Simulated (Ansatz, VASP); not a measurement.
# GaP: VASP beside Ansatz

Aim: how closely do two programs agree when they are given the same cell, functional and k mesh? The cell is taken from a series of runs on this material, whose earlier steps may have relaxed, scaled, displaced or heated it; both programs get it as it stands.

Main program and level: Ansatz 0.2.0; plane waves, with VASP 6.6.1 beside it; G0W0 gap at LDA.

## 1. The structure

It takes space group Imm2 (No. 44, orthorhombic). Conventional cell: a = 3.777 Å, b = 3.895 Å, c = 5.341 Å, α = 90.00°, β = 90.00°, γ = 90.00°. Nearest to Ga lie 4 P at 2.33 to 2.35 Å. Nearest to P lie 4 Ga at 2.33 to 2.35 Å. Farther neighbours are not listed.

Structure file:

```xyz
2
Lattice="-1.8885 -2.6707 1.9474 1.8885 -2.6707 1.9474 0.0000 0.0000 3.8947" Properties=species:S:1:pos:R:3 pbc="T T T"
Ga    0.0000   -5.3297    3.8947
P     0.0000   -4.0179    5.8421
```

## 2. VASP: G0W0 gap, LDA

Quasiparticle shifts depend on high empty states and on the cores, so they are the hardest test of two PAW sets.

Lines of VASP's logs that name or quote its potential files are left out, and so is its time.

The run reads the wave functions of an earlier VASP run, which isn't shown here.

The input, INCAR:

```
SYSTEM = GaP
PREC = Accurate
ENCUT = 430
ISMEAR = 0
SIGMA = 0.01
LREAL = .FALSE.
GGA = CA
NBANDS = 176
ALGO = EVGW0
NELMGW = 1
ENCUTGW = 150
NOMEGA = 64
PRECFOCK = Fast
NBANDSGW = 24
LWAVE = .FALSE.
LCHARG = .FALSE.
```

The input, POSCAR:

```
GaP
1.0
   -1.8885019048     -2.6707449981      1.9473645642
    1.8885019048     -2.6707449981      1.9473645642
    0.0000000000      0.0000000037      3.8947291234
Ga P
1 1
Direct
    0.9977928295      0.9977928295      0.0022071705
    0.7522071705      0.7522071705      0.7477928295
```

The input, KPOINTS:

```
Automatic mesh
0
Gamma
6 6 6
0 0 0
```

PAW data sets: Ga_d_GW and P_GW (LDA family, release 64).

Command:

```bash
$ mpirun -np 8 vasp_std
```

Numbers of over 12 decimals in the logs are rounded to 6 here.

What it wrote:

```text
[banner, memory and clock lines left out]
running    8 mpi-ranks, on    1 nodes
 distrk:  each k-point on    8 cores,    1 groups
 distr:  one band on    1 cores,    8 groups

 POSCAR found type information on POSCAR GaP
 POSCAR found :  2 types and       2 ions
|                                                                             |
|           W    W    AA    RRRRR   N    N  II  N    N   GGGG   !!!           |
|           W    W   A  A   R    R  NN   N  II  NN   N  G    G  !!!           |
|           W    W  A    A  R    R  N N  N  II  N N  N  G       !!!           |
|           W WW W  AAAAAA  RRRRR   N  N N  II  N  N N  G  GGG   !            |
|           WW  WW  A    A  R   R   N   NN  II  N   NN  G    G                |
|           W    W  A    A  R    R  N    N  II  N    N   GGGG   !!!           |
|                                                                             |
|     For optimal performance we recommend to set                             |
|       NCORE = 2 up to number-of-cores-per-socket                            |
|     NCORE specifies how many cores store one orbital (NPAR=cpu/NCORE).      |
|     This setting can greatly improve the performance of VASP for DFT.       |
|     The default, NCORE=1 might be grossly inefficient on modern             |
|     multi-core architectures or massively parallel machines. Do your        |
|     Unfortunately you need to use the default for GW and RPA                |
|     calculations (for HF NCORE is supported but not extensively tested      |
|     yet).                                                                   |
|                                                                             |

|                                                                             |
|           W    W    AA    RRRRR   N    N  II  N    N   GGGG   !!!           |
|           W    W   A  A   R    R  NN   N  II  NN   N  G    G  !!!           |
|           W    W  A    A  R    R  N N  N  II  N N  N  G       !!!           |
|           W WW W  AAAAAA  RRRRR   N  N N  II  N  N N  G  GGG   !            |
|           WW  WW  A    A  R   R   N   NN  II  N   NN  G    G                |
|           W    W  A    A  R    R  N    N  II  N    N   GGGG   !!!           |
|                                                                             |
|     The default for ENCUTGWSOFT is different in this version of VASP.       |
|     please manually set ENCUTGWSOFT =150 in the INCAR file.                 |
|                                                                             |

 LDA part: xc-table for (Slater(with rela. corr.)+CA(PZ))
 , standard interpolation
 found WAVECAR, reading the header
 POSCAR, INCAR and KPOINTS ok, starting setup
 FFT: planning ... GRIDC
 FFT: planning ... GRID_SOFT
 FFT: planning ... GRID
 reading WAVECAR
 the WAVECAR file was read successfully
 initial charge from wavefunction
 available memory per node:     76.77 GB, setting MAXMEM to     78612

 The Fermi energy was updated, please check that it is located mid-gap
 values below the HOMO (VB) or above the LUMO (CB) will cause erroneous energies
 E-fermi :   5.1119

 calculate exact exchange contribution
 the WAVEDER file was read successfully
energies w=
    0.000    0.000    0.435    0.000    0.869    0.000    1.301    0.000
    1.731    0.000    2.156    0.000    2.577    0.000    2.994    0.000
    3.405    0.000    3.811    0.000    4.211    0.000    4.605    0.000
    4.994    0.000    5.378    0.000    5.757    0.000    6.132    0.000
    6.502    0.000    6.869    0.000    7.234    0.000    7.597    0.000
    7.958    0.000    8.319    0.000    8.680    0.000    9.042    0.000
    9.406    0.000    9.772    0.000   10.143    0.000   10.519    0.000
   10.901    0.000   11.291    0.000   11.689    0.000   12.098    0.000
   12.519    0.000   12.953    0.000   13.403    0.000   13.871    0.000
   14.360    0.000   14.872    0.000   15.410    0.000   15.980    0.000
   16.584    0.000   17.228    0.000   17.918    0.000   18.661    0.000
   19.466    0.000   20.342    0.000   21.302    0.000   22.361    0.000
   23.538    0.000   24.855    0.000   26.342    0.000   28.037    0.000
   29.989    0.000   32.263    0.000   34.949    0.000   38.171    0.000
   42.109    0.000   47.028    0.000   53.345    0.000   61.747    0.000
   73.454    0.000   90.861    0.000  119.411    0.000  174.678    0.000
 responsefunction array rank=     176
 LDA part: xc-table for (Slater(with rela. corr.)+CA(PZ))
 , standard interpolation

 min. memory requirement per mpi rank    377.1 MB, per node   3016.5 MB

[...]
performed       2877000 updates of chi_q(r,r)
 total number of BLAS operations        628.34 Gflops
NQ=   3    0.3333    0.0000    0.0000,
|.........|.........|.........|.........|.........|.........|.........|.........
 performed       4717000 updates of chi_q(r,r)
 total number of BLAS operations        991.27 Gflops
NQ=   4    0.5000    0.0000   -0.0000,
|.........|.........|.........|.........|.........|.........|.........|.........
 performed       6092000 updates of chi_q(r,r)
 total number of BLAS operations       1287.30 Gflops
NQ=   5    0.1667    0.1667   -0.0000,
|.........|.........|.........|.........|.........|.........|.........|.........
 performed       7374000 updates of chi_q(r,r)
[...]
|.........|.........|.........|.........|.........|.........|.........|.........
 performed      30940000 updates of chi_q(r,r)
 total number of BLAS operations       6570.86 Gflops
NQ=  19   -0.1667    0.0000    0.1667,
|.........|.........|.........|.........|.........|.........|.........|.........
 performed      33414000 updates of chi_q(r,r)
 total number of BLAS operations       7083.90 Gflops
NQ=  20    0.3333    0.3333    0.1667,
|.........|.........|.........|.........|.........|.........|.........|.........
 performed      35279000 updates of chi_q(r,r)
 total number of BLAS operations       7466.02 Gflops
NQ=  21    0.5000    0.3333    0.1667,
|.........|.........|.........|.........|.........|.........|.........|.........
 performed      37753000 updates of chi_q(r,r)
 total number of BLAS operations       7985.45 Gflops
NQ=  22   -0.3333    0.3333    0.1667,
|.........|.........|.........|.........|.........|.........|.........|.........
 performed      40227000 updates of chi_q(r,r)
 total number of BLAS operations       8517.79 Gflops
NQ=  23   -0.1667    0.3333    0.1667,
|.........|.........|.........|.........|.........|.........|.........|.........
 performed      42025000 updates of chi_q(r,r)
 total number of BLAS operations       8895.33 Gflops
NQ=  24    0.5000    0.5000    0.1667,
|.........|.........|.........|.........|.........|.........|.........|.........
 performed      43890000 updates of chi_q(r,r)
 total number of BLAS operations       9311.61 Gflops
NQ=  25   -0.3333    0.5000    0.1667,
|.........|.........|.........|.........|.........|.........|.........|.........
 performed      45688000 updates of chi_q(r,r)
 total number of BLAS operations       9693.83 Gflops
NQ=  26    0.0000    0.0000    0.3333,
|.........|.........|.........|.........|.........|.........|.........|.........
 performed      47553000 updates of chi_q(r,r)
 total number of BLAS operations      10071.19 Gflops
NQ=  27    0.1667    0.0000    0.3333,
|.........|.........|.........|.........|.........|.........|.........|.........
 performed      50027000 updates of chi_q(r,r)
 total number of BLAS operations      10603.53 Gflops
NQ=  28    0.3333    0.0000    0.3333,
|.........|.........|.........|.........|.........|.........|.........|.........
 performed      51825000 updates of chi_q(r,r)
 total number of BLAS operations      10990.45 Gflops
NQ=  29    0.5000    0.0000    0.3333,
|.........|.........|.........|.........|.........|.........|.........|.........
 performed      54299000 updates of chi_q(r,r)
 total number of BLAS operations      11529.30 Gflops
NQ=  30   -0.3333   -0.0000    0.3333,
|.........|.........|.........|.........|.........|.........|.........|.........
 performed      56773000 updates of chi_q(r,r)
 total number of BLAS operations      12087.92 Gflops
NQ=  31   -0.1667    0.0000    0.3333,
|.........|.........|.........|.........|.........|.........|.........|.........
 performed      59247000 updates of chi_q(r,r)
 total number of BLAS operations      12620.26 Gflops
NQ=  32    0.1667    0.1667    0.3333,
|.........|.........|.........|.........|.........|.........|.........|.........
 performed      60656000 updates of chi_q(r,r)
 total number of BLAS operations      12923.56 Gflops
NQ=  33    0.5000    0.1667    0.3333,
|.........|.........|.........|.........|.........|.........|.........|.........
 performed      63130000 updates of chi_q(r,r)
 total number of BLAS operations      13462.42 Gflops
NQ=  34   -0.3333    0.1667    0.3333,
|.........|.........|.........|.........|.........|.........|.........|.........
 performed      65114000 updates of chi_q(r,r)
 total number of BLAS operations      13921.13 Gflops
NQ=  35    0.5000    0.5000    0.3333,
|.........|.........|.........|.........|.........|.........|.........|.........
 performed      66979000 updates of chi_q(r,r)
 total number of BLAS operations      14317.72 Gflops
NQ=  36   -0.3333    0.5000    0.3333,
|.........|.........|.........|.........|.........|.........|.........|.........
 performed      69453000 updates of chi_q(r,r)
 total number of BLAS operations      14856.57 Gflops
NQ=  37   -0.1667    0.5000    0.3333,
|.........|.........|.........|.........|.........|.........|.........|.........
 performed      71251000 updates of chi_q(r,r)
 total number of BLAS operations      15243.49 Gflops
NQ=  38   -0.3333   -0.3333    0.3333,
|.........|.........|.........|.........|.........|.........|.........|.........
 performed      72660000 updates of chi_q(r,r)
 total number of BLAS operations      15577.10 Gflops
NQ=  39    0.0000    0.0000    0.5000,
|.........|.........|.........|.........|.........|.........|.........|.........
 performed      74052000 updates of chi_q(r,r)
 total number of BLAS operations      15862.33 Gflops
NQ=  40    0.1667    0.0000    0.5000,
|.........|.........|.........|.........|.........|.........|.........|.........
 performed      76526000 updates of chi_q(r,r)
 total number of BLAS operations      16394.67 Gflops
NQ=  41    0.3333   -0.0000    0.5000,
|.........|.........|.........|.........|.........|.........|.........|.........
 performed      79000000 updates of chi_q(r,r)
 total number of BLAS operations      16940.08 Gflops
NQ=  42    0.5000    0.0000    0.5000,
|.........|.........|.........|.........|.........|.........|.........|.........
 performed      80240000 updates of chi_q(r,r)
 total number of BLAS operations      17207.02 Gflops
NQ=  43    0.1667    0.1667    0.5000,
|.........|.........|.........|.........|.........|.........|.........|.........
 performed      82105000 updates of chi_q(r,r)
 total number of BLAS operations      17608.49 Gflops
NQ=  44    0.3333    0.1667    0.5000,
|.........|.........|.........|.........|.........|.........|.........|.........
 performed      83903000 updates of chi_q(r,r)
 total number of BLAS operations      18000.14 Gflops
NQ=  45   -0.3333    0.1667    0.5000,
|.........|.........|.........|.........|.........|.........|.........|.........
 performed      85515000 updates of chi_q(r,r)
 total number of BLAS operations      18355.58 Gflops
NQ=  46   -0.1667    0.1667    0.5000,
|.........|.........|.........|.........|.........|.........|.........|.........
 performed      87515000 updates of chi_q(r,r)
 total number of BLAS operations      18786.13 Gflops
 resolving degeneracies of screened two electron integrals

 calculate QP shifts <psi_nk| G(iteration)W_0 |psi_nk>: iteration 1
 entering main loop
```

Parts of OUTCAR (step 2):

```text
ion  position               nearest neighbor table
   1  0.998  0.998  0.002-   2 2.33   2 2.33   2 2.35   2 2.35
   2  0.752  0.752  0.748-   1 2.33   1 2.33   1 2.35   1 2.35

  LATTYP: Found a body centered orthorhombic cell.
 ALAT       =     3.7770038096
 B/A-ratio  =     1.0311689688
 C/A-ratio  =     1.4142135590

 Subroutine GETGRP returns: Found  4 space group operations
 (whereof  4 operations were pure point group operations)

The static configuration has the point symmetry C_2v.

 Found     46 irreducible k-points:

   k-points           NKPTS =     46   k-points in BZ     NKDIM =    216   number of bands    NBANDS=    176

   dimension x,y,z NGX =    28 NGY =   28 NGZ =   28
   dimension x,y,z NGXF=    56 NGYF=   56 NGZF=   56

   ENCUT  =  430.0 eV  31.60 Ry    5.62 a.u.   6.44  6.44  6.59*2*pi/ulx,y,z

   NELECT =      18.0000    total number of electrons

  energy-cutoff  :      430.00
  volume of cell :       39.29
      direct lattice vectors                 reciprocal lattice vectors
    -1.888501905 -2.670744998  1.947364564    -0.264760125 -0.187213680  0.000000000
     1.888501905 -2.670744998  1.947364564     0.264760125 -0.187213680  0.000000000
     0.000000000  0.000000004  3.894729123     0.000000000  0.187213680  0.256757265

 k-points in reciprocal lattice and weights: Automatic mesh
   0.00000000  0.00000000  0.00000000       0.005
   0.16666667  0.00000000 -0.00000000       0.019
   0.33333333  0.00000000  0.00000000       0.019
   0.50000000  0.00000000 -0.00000000       0.009
   0.16666667  0.16666667 -0.00000000       0.009
   0.33333333  0.16666667 -0.00000000       0.019
   0.50000000  0.16666667  0.00000000       0.019
  -0.33333333  0.16666667 -0.00000000       0.019
  -0.16666667  0.16666667  0.00000000       0.009
[...]
-0.33333333  0.16666667  0.50000000       0.019
  -0.16666667  0.16666667  0.50000000       0.019

 E-fermi :   5.1119

 QP shifts <psi_nk| G(iteration)W_0 |psi_nk>: iteration 1
 for sc-GW calculations column KS-energies equals QP-energies in previous step
 and V_xc(KS)=  KS-energies - (<T + V_ion + V_H > + <T+V_H+V_ion>^1  + <V_x>^1)
 k-point   1 :       0.0000    0.0000    0.0000
  band No.  KS-energies  QP-energies   sigma(KS)   V_xc(KS)     V^pw_x(r,r')   Z            occupation Imag(sigma)
    ...
      6      -8.2654      -8.6127     -12.1460     -11.6011     -18.7580       0.6374       2.0000       0.9762
      7       4.3286       3.8841     -13.4107     -12.8291     -14.3623       0.7642       2.0000       0.0303
      8       4.5220       4.0815     -13.4352     -12.8592     -14.3665       0.7649       2.0000       0.0293
      9       4.5681       4.1255     -13.5022     -12.9241     -14.4472       0.7656       2.0000       0.0306
     10       6.3116       6.8764     -11.2710     -12.0051      -7.1618       0.7694       0.0000      -0.0404
     11       8.0850       8.4843     -10.3623     -10.8810      -6.0521       0.7697       0.0000      -0.0487
     12       8.2731       8.6849     -10.4209     -10.9572      -6.0417       0.7678       0.0000      -0.0503
     13       8.4454       8.8533     -10.4276     -10.9601      -6.0106       0.7661       0.0000      -0.0517
    ...

 k-point   2 :       0.1667    0.0000   -0.0000
  band No.  KS-energies  QP-energies   sigma(KS)   V_xc(KS)     V^pw_x(r,r')   Z            occupation Imag(sigma)
    ...
      6      -7.8858      -8.2649     -12.3754     -11.7890     -18.8754       0.6466       2.0000       0.9364
      7       2.1145       1.7014     -12.8255     -12.2710     -14.4552       0.7450       2.0000       0.0463
      8       3.9163       3.4679     -13.1709     -12.5832     -14.2117       0.7630       2.0000       0.0313
      9       4.1270       3.6810     -13.2199     -12.6355     -14.2466       0.7633       2.0000       0.0310
     10       6.7310       7.2215     -10.8374     -11.4745      -6.7452       0.7700       0.0000      -0.0430
     11       8.6820       9.0836     -10.5458     -11.0722      -6.0555       0.7630       0.0000      -0.0556
     12       8.8988       9.3063     -10.5710     -11.1068      -6.0006       0.7605       0.0000      -0.0599
     13       9.5828       9.9878     -10.9038     -11.4417      -6.1573       0.7531       0.0000      -0.0710
    ...

 k-point   3 :       0.3333    0.0000    0.0000
  band No.  KS-energies  QP-energies   sigma(KS)   V_xc(KS)     V^pw_x(r,r')   Z            occupation Imag(sigma)
    ...
      6      -6.8644      -7.2953     -12.8462     -12.2034     -19.0217       0.6703       2.0000       0.8276
      7      -0.8383      -1.2742     -12.2771     -11.6628     -15.3412       0.7095       2.0000       0.1533
      8       3.3382       2.8679     -12.9838     -12.3634     -14.2349       0.7581       2.0000       0.0342
      9       3.5530       3.0827     -13.0413     -12.4216     -14.2794       0.7587       2.0000       0.0341
     10       6.1487       6.6138     -10.6667     -11.2669      -6.7506       0.7750       0.0000      -0.0424
     11       9.0336       9.4152     -10.3036     -10.8044      -5.7130       0.7621       0.0000      -0.0638
     12       9.2599       9.6498     -10.3288     -10.8430      -5.6366       0.7582       0.0000      -0.0706
     13      12.0420      12.3609     -10.1943     -10.6272      -4.5753       0.7367       0.0000      -0.1799
    ...

 k-point   4 :       0.5000    0.0000   -0.0000
  band No.  KS-energies  QP-energies   sigma(KS)   V_xc(KS)     V^pw_x(r,r')   Z            occupation Imag(sigma)
    ...
      6      -6.0104      -6.4718     -13.3603     -12.6844     -19.2987       0.6827       2.0000       0.7329
      7      -2.3801      -2.7941     -11.7088     -11.1178     -15.4284       0.7005       2.0000       0.2787
      8       3.1136       2.6327     -12.9366     -12.3006     -14.2766       0.7563       2.0000       0.0360
      9       3.3305       2.8483     -12.9989     -12.3624     -14.3272       0.7575       2.0000       0.0357
     10       5.9041       6.3618     -10.6847     -11.2745      -6.8400       0.7762       0.0000      -0.0419
     11       8.8986       9.2620     -10.1178     -10.5927      -5.5886       0.7652       0.0000      -0.0638
     12       9.1388       9.5120     -10.1412     -10.6315      -5.5055       0.7611       0.0000      -0.0702
     13      12.4929      12.6518      -8.5497      -8.7618      -3.0033       0.7491       0.0000      -0.2055
    ...

[... 4 further parts left out ...]
```

(Part 1 of 2 ends here.)

[Lines on the potential files, build, host, timing and source positions are cut from VASP's logs without a mark.]

[Logs are printed without paths, hosts, clocks, repeated set-up lines and the standing remarks that a program may print on its own settings, such as how far it seeks lower states.]

[Hosts, paths, dates, database ids (printed as entryN), source tags and the programs' standing remarks are cut or masked in the printed files.]
